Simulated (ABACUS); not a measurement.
YN:

```xyz
2
Lattice="0.0000 2.4385 2.4385 2.4385 0.0000 2.4385 2.4385 2.4385 0.0000" Properties=species:S:1:pos:R:3 pbc="T T T"
Y     0.0000    0.0000    0.0000
N     2.4385    2.4385    2.4385
```

Program: ABACUS 3.10.1. Alike in all runs: task single point; no spin polarisation; cell as given; smearing fermi-dirac 0.05 eV.

Order these runs on this cell by their pressure, lowest first.
A. level LDA; potentials or basis PseudoDojo NC SR 0.4.1 LDA standard, plane waves; k mesh 7 × 7 × 7; cutoff (eV) 1143; radial cutoff of the potentials (pseudo_rcut) 7 bohr; SCF threshold on the density 1e-08; eigensolver dav
B. level PBEsol; potentials or basis PseudoDojo NC SR 0.4.1 PBEsol standard, plane waves; k mesh 9 × 9 × 9; cutoff (eV) 1143; radial cutoff of the potentials (pseudo_rcut) 7 bohr; SCF threshold on the density 1e-08; eigensolver dav
C. level PBE; potentials or basis PseudoDojo NC SR 0.4.1 PBE standard, DZP LCAO (the cutoffs set its grid); k mesh 9 × 9 × 9; cutoff (eV) 1361; radial cutoff of the potentials (pseudo_rcut) 10 bohr; SCF threshold on the density 1e-07; eigensolver genelpa

A (-5.8 GPa), B (-2.1 GPa), C (3.4 GPa).

Caveats: the atomic orbitals were generated for these runs and aren't a published set (some runs); the basis of atomic orbitals isn't converged, which shifts pressures, moduli and gaps (some runs).

Not every run made on this cell is shown here.
